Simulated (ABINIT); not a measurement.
Crystal: BAs.

```
CELL_PARAMETERS angstrom
0.00000 2.38850 2.38850
2.38850 0.00000 2.38850
2.38850 2.38850 0.00000
ATOMIC_POSITIONS crystal
As 0.75000 0.75000 0.75000
B 0.00000 0.00000 0.00000
```

Base run:

* Program: ABINIT 10.8.3 (patched build)
* Functional: PBE
* Potentials or basis: JTH PAW PBE v2.0
* Cutoff: 408 eV
* k mesh: 13 × 13 × 13
* Occupations: fermi-dirac, width 0.05 eV
* Spin: no spin polarisation

Its results: band gap on the k mesh 1.19 eV, indirect (least direct gap 3.27 eV); pressure 2.8 GPa.

Task: The run is repeated on the same cell with these changes: functional from PBE to PBEsol. What comes out?

Result: Band gap on the k mesh 1.09 eV, indirect (least direct gap 3.24 eV); pressure -0.7 GPa.

PBEsol binds more tightly than PBE, so the same cell stands under less pressure.

Caveats: an odd mesh through Γ misses points on the zone boundary, where band edges often lie; the PAW data sets were made with another functional, which shifts forces and pressure a little (some runs).

Not every run made on this cell is shown here.
